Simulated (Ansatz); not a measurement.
ZrC:

```
Zr C
1.0
     0.00000    2.36500    2.36500
     2.36500    0.00000    2.36500
     2.36500    2.36500    0.00000
Zr C
1 1
Direct
  0.50000 0.50000 0.50000
  0.00000 0.00000 0.00000
```

Program: Ansatz 0.2.0. Alike in all runs: no spin polarisation; cell as given. Hardware: 1 thread of INTEL(R) XEON(R) PLATINUM 8581C CPU @ 2.30GHz (Emerald Rapids), with other jobs on the host.

Problem. Order these runs on this cell by their wall time, lowest first.
A. task Wannier functions; level PBEsol; potentials or basis PseudoDojo stringent (PBEsol files); k mesh 10 × 10 × 10; cutoff (eV) 1116; smearing methfessel-paxton 0.1 eV
B. task single point; level B3LYP+U; potentials or basis Ansatz PAW; U Zr d U = 8.0 eV; k mesh 9 × 9 × 9; cutoff (eV) 420; smearing gaussian 0.05 eV; hubbard projectors ortho-atomic (the default); double counting fll; other keys scf.mixing.algorithm = msr1; scf.mixing.beta = 0.1; …
C. task single point; level r2SCAN+U; potentials or basis Ansatz PAW polarizable; U Zr d U = 4.5 eV; k mesh 10 × 10 × 10; cutoff (eV) 500; smearing fermi-dirac 0.05 eV; hubbard projectors ortho-atomic (the default); double counting fll (the default); other keys basis.xc_grid = 3; hamiltonian.xc = r2scan

Solution. C (2.4 s), A (5.5 s), B (69 s).

Caveats: U without spin polarisation on a metal has little footing (some runs); the U is typed as a test and isn't derived for this compound (some runs).

Runs at the PBE level aren't shown here.
